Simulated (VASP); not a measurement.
# TiO2 (Rutile) (P4_2/mnm) in VASP: notebook, part 2 of 2

VASP 6.6.1.

**5. Relaxation of cell and atoms, RPBE**

This run uses another cell than the first one, of 10.39 Å³/atom, 1.005 times its volume.

The input, INCAR:

```
PREC = Accurate
ENCUT = 600
EDIFF = 1E-6
ISMEAR = 0
SIGMA = 0.03
LREAL = False
LASPH = True
NELM = 80
ALGO = Normal
ISIF = 3
LWAVE = False
LCHARG = False
GGA = RP
IBRION = 2
NSW = 90
EDIFFG = -0.01
KPAR = 2
```

The input, KPOINTS:

```
Automatic mesh
0
Gamma
  6 6 10
```

The input, POSCAR:

```
TiO2
1.0
    4.5922000000      0.0000000000      0.0000000000
    0.0000000000      4.5922000000      0.0000000000
    0.0000000000      0.0000000000      2.9574000000
Ti O
2 4
Direct
    0.0000000000      0.0000000000      0.0000000000
    0.5000000000      0.5000000000      0.5000000000
    0.3049600000      0.3049600000      0.0000000000
    0.1950400000      0.8049600000      0.5000000000
    0.6950400000      0.6950400000      0.0000000000
    0.8049600000      0.1950400000      0.5000000000
```

Potentials or basis: VASP PAW PBE potentials, release 64 (Ti_sv, O).

The run is started by

```bash
cat potpaw_PBE.64/Ti_sv/POTCAR potpaw_PBE.64/O/POTCAR > POTCAR
mpirun -np 2 vasp_std > vasp.out
```

OUTCAR:

```text
PREC = Accurate
   ENCUT = 600
   EDIFF = 1E-6
   ISMEAR = 0
   LREAL = False
   LASPH = True
   NELM = 80
   ISIF = 3
   GGA = RP
   IBRION = 2
   NSW = 90
   EDIFFG = -0.01

 ion  position               nearest neighbor table
   1  0.000  0.000  0.000-   4 1.95   6 1.95   4 1.95   6 1.95   5 1.98   3 1.98
   2  0.500  0.500  0.500-   3 1.95   5 1.95   3 1.95   5 1.95   4 1.98   6 1.98
   3  0.305  0.305  0.000-   2 1.95   2 1.95   1 1.98
   4  0.195  0.805  0.500-   1 1.95   1 1.95   2 1.98
   5  0.695  0.695  0.000-   2 1.95   2 1.95   1 1.98
   6  0.805  0.195  0.500-   1 1.95   1 1.95   2 1.98

  LATTYP: Found a simple tetragonal cell.
 ALAT       =     4.5922000000
 C/A-ratio  =     0.6440050520

  Lattice vectors:

 A1 = (   4.5922000000,   0.0000000000,   0.0000000000)
 A2 = (   0.0000000000,   4.5922000000,   0.0000000000)
 A3 = (   0.0000000000,   0.0000000000,   2.9574000000)

Analysis of symmetry for initial positions (statically):
=====================================================================
 Subroutine PRICEL returns:
 Original cell was already a primitive cell.

 Routine SETGRP: Setting up the symmetry group for a
 simple tetragonal supercell.

 Subroutine GETGRP returns: Found 16 space group operations
 (whereof  8 operations were pure point group operations)
 out of a pool of 16 trial point group operations.

The static configuration has the point symmetry D_2h.
 The point group associated with its full space group is D_4h.

Analysis of symmetry for dynamics (positions and initial velocities):
=====================================================================
 Subroutine PRICEL returns:
 Original cell was already a primitive cell.

 Routine SETGRP: Setting up the symmetry group for a
 simple tetragonal supercell.

 Subroutine GETGRP returns: Found 16 space group operations
 (whereof  8 operations were pure point group operations)
 out of a pool of 16 trial point group operations.

The dynamic configuration has the point symmetry D_2h.
 The point group associated with its full space group is D_4h.

 Subroutine INISYM returns: Found 16 space group operations
 (whereof  8 operations are pure point group operations),
 and found     1 'primitive' translations

----------------------------------------------------------------------------------------

                                     Primitive cell

  volume of cell :      62.3665

  direct lattice vectors                    reciprocal lattice vectors
     4.592200000  0.000000000  0.000000000     0.217760550  0.000000000  0.000000000
     0.000000000  4.592200000  0.000000000     0.000000000  0.217760550  0.000000000
     0.000000000  0.000000000  2.957400000     0.000000000  0.000000000  0.338134848

  length of vectors
     4.592200000  4.592200000  2.957400000     0.217760550  0.217760550  0.338134848

  position of ions in fractional coordinates (direct lattice)
     0.000000000  0.000000000  0.000000000
     0.500000000  0.500000000  0.500000000
     0.304960000  0.304960000  0.000000000
     0.195040000  0.804960000  0.500000000
     0.695040000  0.695040000  0.000000000
     0.804960000  0.195040000  0.500000000
[... 69 lines left out ...]
   NGX,Y,Z   is equivalent  to a cutoff of  14.48, 14.48, 13.49 a.u.
   NGXF,Y,Z  is equivalent  to a cutoff of  28.96, 28.96, 26.98 a.u.
 SYSTEM =  unknown system
   PREC   = accura    normal or accurate (medium, high low for compatibility)
   ISTART =      0    job   : 0-new  1-cont  2-samecut
   ICHARG =      2    charge: 1-file 2-atom 10-const
   ISPIN  =      1    spin polarized calculation?
   LNONCOLLINEAR =      F non collinear calculations
   LSORBIT =      F    spin-orbit coupling
   LASPH  =      T    aspherical Exc in radial PAW
   ENCUT  =  600.0 eV  44.10 Ry    6.64 a.u.   9.17  9.17  5.91*2*pi/ulx,y,z
   NELM   =     80;   NELMIN=  2; NELMDL= -5     # of ELM steps
   EDIFF  = 0.1E-05   stopping-criterion for ELM
   LREAL  =      F    real-space projection
   EDIFFG = -.1E-01   stopping-criterion for IOM
   NSW    =     90    number of steps for IOM
   IBRION =      2    ionic relax: 0-MD 1-quasi-New 2-CG
   NFREE  =      1    steps in history (QN), initial steepest desc. (CG)
   ISIF   =      3    stress and relaxation
   ISYM   =      2    0-nonsym 1-usesym 2-fastsym
   POTIM  = 0.5000    time-step for ionic-motion
   TEBEG  =    0.0;   TEEND  =   0.0 temperature during run
   PSTRESS=    0.0 pullay stress
   NELECT =      48.0000    total number of electrons
   NUPDOWN=      -1.0000    fix difference up-down
   EMIN   =  10.00;   EMAX   =-10.00  energy-range for DOS
   EFERMI =   0.00;   METHOD = LEGACY
   ISMEAR =     0;   SIGMA  =   0.03  broadening in eV -4-tet -1-fermi 0-gaus
   EFERMI_NEDOS =   21; number of points for ismear=-14 and -15
   IALGO  =     38    algorithm
   IMIX   =      4    mixing-type and parameters
     AMIX     =   0.40;   BMIX     =  1.00
     AMIX_MAG =   1.60;   BMIX_MAG =  1.00
  volume/ion in A,a.u.               =      10.39        70.15
  Fermi-wavevector in a.u.,A,eV,Ry     =   1.500277  2.835112 30.624403  2.250830
  Thomas-Fermi vector in A             =   2.611798
   LORBIT       =      0    0 simple, 1 ext, 2 COOP (PROOUT), +10 PAW based schemes
   GGA     = RP    functional components
   LHFCALC =     F    Hartree Fock is set to
   AEXX    =    0.0000 exact exchange contribution
   IVDW    =     0    specifies the selected vdW correction
   LEPSILON=     F    determine dielectric tensor
   LRPA    =     F    only Hartree local field effects (RPA)
 conjugate gradient relaxation of ions
 non-spin polarized calculation
 Gauss-broadening in eV      SIGMA  =   0.03
  energy-cutoff  :      600.00
  volume of cell :       62.37
 maximum number of plane-waves:      2102
 NGX is ok and might be reduce to    40
   NGX = 19   NGY = 19   NGZ = 11

--------------------------------------- Ionic step        1  -------------------------------------------

 number of electron      47.9999989 magnetization

 Free energy of the ion-electron system (eV)
  ---------------------------------------------------
  ext. energy  EPLUGINS =         0.00000000
  ---------------------------------------------------
  free energy    TOTEN  =       -51.11298415 eV

  energy without entropy =      -51.11298415  energy(sigma->0) =      -51.11298415

------------------------ aborting loop because EDIFF is reached ----------------------------------------

  FORCE on cell =-STRESS in cart. coord.  units (eV):
  Direction    XX          YY          ZZ          XY          YZ          ZX
  --------------------------------------------------------------------------------------
  -------------------------------------------------------------------------------------
  Total        4.2152025      4.2152025      4.2347988      0.0000000      0.0000000      0.0000000
  in kB      108.2872602    108.2872602    108.7906826      0.0000000      0.0000000      0.0000000
  external PRESSURE =     108.4550677 kB  Pullay stress =       0.0000000 kB
[... 101 lines left out ...]
  FREE ENERGIE OF THE ION-ELECTRON SYSTEM (eV)
  ---------------------------------------------------
  free  energy   TOTEN  =       -51.2080724257 eV

  energy  without entropy=      -51.2080724257  energy(sigma->0) =      -51.20807243

[... ionic steps 4 to 7 ...]

--------------------------------------- Ionic step        8  -------------------------------------------

 number of electron      47.9999978 magnetization

------------------------ aborting loop because EDIFF is reached ----------------------------------------
[... 75 lines left out ...]
--------------------------------------- Ionic step       10  -------------------------------------------

 number of electron      47.9999978 magnetization

 Free energy of the ion-electron system (eV)
  ---------------------------------------------------
  ext. energy  EPLUGINS =         0.00000000
  ---------------------------------------------------
  free energy    TOTEN  =       -51.21473670 eV

  energy without entropy =      -51.21473670  energy(sigma->0) =      -51.21473670

 E-fermi :   4.5691     XC(G=0): -10.8723

 val. band max:        4.4432932461   @ k =   0.0000   0.0000   0.0000
 cond. band min:       6.2797059459   @ k =   0.0000   0.0000   0.0000
 fundamental gap:      1.8364126999
 Fermi energy:         4.5691143703

 k-point     1 :       0.0000    0.0000    0.0000
  band No.  band energies     occupation
      1     -52.7263      2.00000
      2     -52.7138      2.00000
      3     -28.9197      2.00000
      4     -28.9197      2.00000
      5     -28.7861      2.00000
      6     -28.7861      2.00000
[... 733 lines left out ...]
     27       7.4692      0.00000
     28       7.4692      0.00000

 [... further k-points ...]
[... 5 lines left out ...]
  --------------------------------------------------------------------------------------
  -------------------------------------------------------------------------------------
  Total       -0.0037981     -0.0037981     -0.0048999     -0.0000000      0.0000000      0.0000000
  in kB       -0.0928123     -0.0928123     -0.1197358     -0.0000000      0.0000000      0.0000000
  external PRESSURE =      -0.1017868 kB  Pullay stress =       0.0000000 kB
[... 21 lines left out ...]
  FREE ENERGIE OF THE ION-ELECTRON SYSTEM (eV)
  ---------------------------------------------------
  free  energy   TOTEN  =       -51.2147366959 eV

  energy  without entropy=      -51.2147366959  energy(sigma->0) =      -51.21473670

 reached required accuracy - stopping structural energy minimisation
```

OSZICAR:

```text
N       E                     dE             d eps       ncg     rms          rms(c)
DAV:   1     0.729737054245E+03    0.72974E+03   -0.27292E+04  3360   0.224E+03
DAV:   2     0.685719253419E+02   -0.66117E+03   -0.64083E+03  3584   0.620E+02
DAV:   3    -0.625085026356E+02   -0.13108E+03   -0.12610E+03  5248   0.228E+02
[... 91 lines left out ...]
DAV:   3    -0.512147255035E+02    0.58030E-04   -0.44354E-04  3436   0.135E-01    0.180E-02
DAV:   4    -0.512147269652E+02   -0.14617E-05   -0.83357E-05  4736   0.515E-02    0.135E-02
DAV:   5    -0.512147302177E+02   -0.32524E-05   -0.45313E-06  3152   0.212E-02    0.715E-03
DAV:   6    -0.512147363642E+02   -0.61466E-05   -0.93617E-06  4440   0.129E-02    0.401E-03
DAV:   7    -0.512147366959E+02   -0.33169E-06   -0.34989E-07  1788   0.429E-03
  10 F= -.51214737E+02 E0= -.51214737E+02  d E =-.246016E-04
```

CONTCAR:

```text
TiO2
   1.00000000000000
     4.6884345653390742   -0.0000000000000000    0.0000000000000000
    -0.0000000000000000    4.6884345653390742    0.0000000000000000
     0.0000000000000000    0.0000000000000000    2.9827513551686469
  Ti              O
     2     4
Direct
     0.0000000000000000    0.0000000000000000    0.0000000000000000
     0.5000000000000000    0.5000000000000000    0.5000000000000000
     0.3057184490940723    0.3057184490940723    0.0000000000000000
     0.1942815509059278    0.8057184490940722    0.5000000000000000
     0.6942815509059278    0.6942815509059278    0.0000000000000000
     0.8057184490940722    0.1942815509059278    0.5000000000000000

  0.00000000E+00  0.00000000E+00  0.00000000E+00
  0.00000000E+00  0.00000000E+00  0.00000000E+00
  0.00000000E+00  0.00000000E+00  0.00000000E+00
  0.00000000E+00  0.00000000E+00  0.00000000E+00
  0.00000000E+00  0.00000000E+00  0.00000000E+00
  0.00000000E+00  0.00000000E+00  0.00000000E+00
```

Run time: 5 min. Hardware: 2 MPI ranks of Intel Xeon Platinum 8488C (Sapphire Rapids), shared host; peak memory 0.26 GiB.

What came out:

```
Free energy                            : -51.2147 eV
Relaxed volume                         : 10.93 Å³/atom
Relaxed cell                           : a = 4.688 Å, b = 4.688 Å, c = 2.983 Å, α = 90.00°, β = 90.00°, γ = 90.00°
Space group after relaxing (to 0.05 Å) : P4_2/mnm (No. 136)
Energy gained by relaxing              : 17.0 meV/atom
Ionic steps                            : 10
Pressure after relaxing                : 0.0 GPa
Largest force after relaxing           : 0.005 eV/Å
Band gap on the k mesh                 : 1.84 eV, direct
```

Forces on the atoms (eV/Å):
```
Ti   0.000  0.000  0.000
Ti   0.000  0.000  0.000
O    0.003  0.003  0.000
O   -0.003  0.003  0.000
O   -0.003 -0.003  0.000
O    0.003 -0.003  0.000
```

The path:
```
step  energy change (eV)  largest force (eV/Å)  pressure (GPa)  volume (Å³)
   1              0.0000                0.1548           10.85        62.37
   2              0.0322                0.3961          -10.29        68.94
   3             -0.0951                0.1273           -0.02        65.30
   4             -0.0951                0.1223            0.16        65.24
   5             -0.1007                0.0504            0.18        65.41
   6             -0.1017                0.0055            0.19        65.54
   7             -0.1017                0.0003            0.15        65.52
   8             -0.1017                0.0034            0.17        65.52
   9             -0.1017                0.0078           -0.16        65.63
  10             -0.1018                0.0046           -0.01        65.57
```

Final structure:
```
CELL_PARAMETERS angstrom
4.68843 0.00000 0.00000
0.00000 4.68843 0.00000
0.00000 0.00000 2.98275
ATOMIC_POSITIONS crystal
Ti 0.00000 0.00000 0.00000
Ti 0.50000 0.50000 0.50000
O 0.30572 0.30572 0.00000
O 0.19428 0.80572 0.50000
O 0.69428 0.69428 0.00000
O 0.80572 0.19428 0.50000
```

Caveat: the PAW data sets were made with another functional, which shifts forces and pressure a little.

**6. Summary**

| level | gap on the mesh (eV) | pressure (GPa) | relaxed volume (Å³/atom) |
| --- | --- | --- | --- |
| PBEsol | 1.83 | 0.0 | 10.34 |
| PBE | 1.82 | 0.0 | - |
| RPBE | 1.84 | 0.0 | 10.93 |

Alike in all rows: task relaxation of cell and atoms; potentials or basis VASP PAW PBE potentials, release 64 (Ti_sv, O); no spin polarisation; cell relaxed; k mesh 6 × 6 × 10; cutoff (eV) 600; smearing gaussian 0.03 eV.

Caveats: the PAW data sets were made with another functional, which shifts forces and pressure a little (some runs); the relaxation stopped at its first step, so nothing moved (some runs).

Absolute energies hang on the potentials; compare differences alone.
